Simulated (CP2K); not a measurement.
**Au under changes of volume**

One of the cells (16.855 Å³/atom); the others are scaled copies at fixed shape and fractional positions:

```xyz
1
Lattice="2.8779 0.0000 0.0000 1.4390 2.4924 0.0000 1.4390 0.8308 2.3498" Properties=species:S:1:pos:R:3 pbc="T T T"
Au    0.0000    0.0000    0.0000
```

* Program: CP2K 2026.2
* Functional: LDA
* Potentials or basis: GTH_POTENTIALS Au GTH-PADE-q11; TZVP-MOLOPT-PBE-GTH basis
* Density cutoff: 6803 eV
* k mesh: 11 × 11 × 11
* Occupations: fermi-dirac, width 0.05 eV
* Spin: no spin polarisation

| volume (Å³/atom) | energy over the lowest point (meV/atom) | pressure (GPa) |
| --- | --- | --- |
| 15.843 | 59.58 | 17.0 |
| 16.181 | 29.59 | 11.5 |
| 16.518 | 10.52 | 6.6 |
| 16.855 | 1.05 | 2.4 |
| 17.192 | 0.00 | -1.4 |
| 17.529 | ? | ? |
| 17.866 | 19.13 | -7.5 |

Problem. What does the run at 17.529 Å³/atom give?

Solution. Energy over the lowest point 6.33 meV/atom; pressure -4.6 GPa.

Worked out: A Birch-Murnaghan fit of order 3 (a polynomial in V^(-2/3)) to the other rows has its minimum at 17.07 Å³/atom with B0 = V·E''(V) = 186 GPa and B' = 5.5. It gives 6.31 meV/atom at 17.529 Å³/atom, against the run's 6.33, and -dE/dV = -4.6 GPa, against -4.6.

Energies are extrapolated to zero smearing.

Caveats: with these potentials and basis sets, volumes of gold and of layered tellurides can stand 1.5 % and more from those of plane-wave programs; the basis of atomic orbitals isn't converged, which shifts pressures, moduli and gaps.
